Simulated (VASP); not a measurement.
Runs of VASP 6.6.1 on Os. Symmetry: P6_3/mmc, No. 194, hexagonal system. The conventional cell has a = 2.734 Å, b = 2.734 Å, c = 4.320 Å, α = 90.00°, β = 90.00°, γ = 120.00°. Os (site symmetry -6m2) is surrounded by 12 Os at 2.68 to 2.73 Å. 

```csv
task,level,cell,k mesh,cutoff (eV),grid for exact exchange (PRECFOCK),exchange at q = 0,mesh quality,gap on the mesh (eV),pressure (GPa),relaxed volume (Å³/atom)
relaxation of cell and atoms,BLYP+D4,relaxed,11 × 11 × 6,600,-,-,not flagged,none,0.0,14.47
relaxation of cell and atoms,BLYP+D3(BJ),relaxed,11 × 11 × 6,600,-,-,not flagged,none,0.1,14.34
band structure,r2SCAN50,as given,6 × 6 × 3,520,Fast,default,coarse,-,-19.0,-
relaxation of cell and atoms,SCAN+D3(BJ),relaxed,11 × 11 × 6,600,-,-,not flagged,none,0.0,13.62
relaxation of cell and atoms,r2SCAN+D3(BJ),relaxed,11 × 11 × 6,600,-,-,not flagged,none,0.0,13.94
relaxation of cell and atoms,r2SCAN+D4,relaxed,11 × 11 × 6,600,-,-,not flagged,none,0.0,13.99
relaxation of cell and atoms,BLYP+D3,relaxed,11 × 11 × 6,600,-,-,not flagged,none,0.0,(a)
relaxation of cell and atoms,SCAN+D3,relaxed,11 × 11 × 6,600,-,-,not flagged,none,0.0,(b)
relaxation of cell and atoms,r2SCAN+rVV10,relaxed,11 × 11 × 6,600,-,-,not flagged,none,0.0,14.00
```

Alike in all rows: potentials or basis VASP PAW PBE potentials, release 64 (Os); no spin polarisation; smearing fermi-dirac 0.05 eV.

Task: Estimate the missing entries.

Result: (a) 14.37; (b) 13.63.

Caveats: some runs use coarse meshes; the PAW data sets were made with another functional, which shifts forces and pressure a little (some runs); pairwise dispersion overbinds metals, which lowers pressure and volume (some runs); an unscreened hybrid on a path of extra k points without a Coulomb cutoff has errors near the mesh points, so the bands along the path aren't reliable (some runs); so large a pressure means that the cell lies far from this level's equilibrium, or that cutoff or potentials fall short (some runs); the potentials were made for another functional, which shifts forces and pressure (some runs); spin-orbit coupling is left out, which moves the levels of the heavy elements (some runs).

A k mesh can miss the band edges, and the runs leave out spin-orbit coupling on Os.

A gap of «none» marks a metal or a gap under the smearing width.

Runs at the PBE level aren't shown here.
